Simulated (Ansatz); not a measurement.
Equilibrium properties in the simple cubic structure, computed with PBE in Ansatz (plane waves, PAW datasets (generated soft set 1); cutoff 420 eV), no spin polarisation, no spin–orbit coupling, Fermi–Dirac smearing of 0.061 eV, k-spacing 0.06 Å⁻¹:

```csv
crystal,a₀ (Å),V₀ (Å³/atom),B₀ (GPa)
Br,3.101,29.81,29
Er,3.298,35.87,12.7
W,2.638,18.37,214
Pt,2.624,18.08,185
Au,2.748,20.76,106
Bi,3.276,35.17,46
```

(1) Give the same for Sr, Re, Rb.

Answers

(1) 
```csv
crystal,a₀ (Å),V₀ (Å³/atom),B₀ (GPa)
Sr,3.851,57.12,7.1
Re,2.579,17.15,259
Rb,4.625,98.96,2.1
```

Model structures, not the usual forms at ambient conditions (metastable or hypothetical): Br, Rb, Sr, Er, W, Re, Pt, Au, Bi. Spin–orbit coupling is left out, which matters for 6p elements such as Tl, Pb and Bi. The open f shell of Er is treated without spin here, so this is a model state and not the ground state.
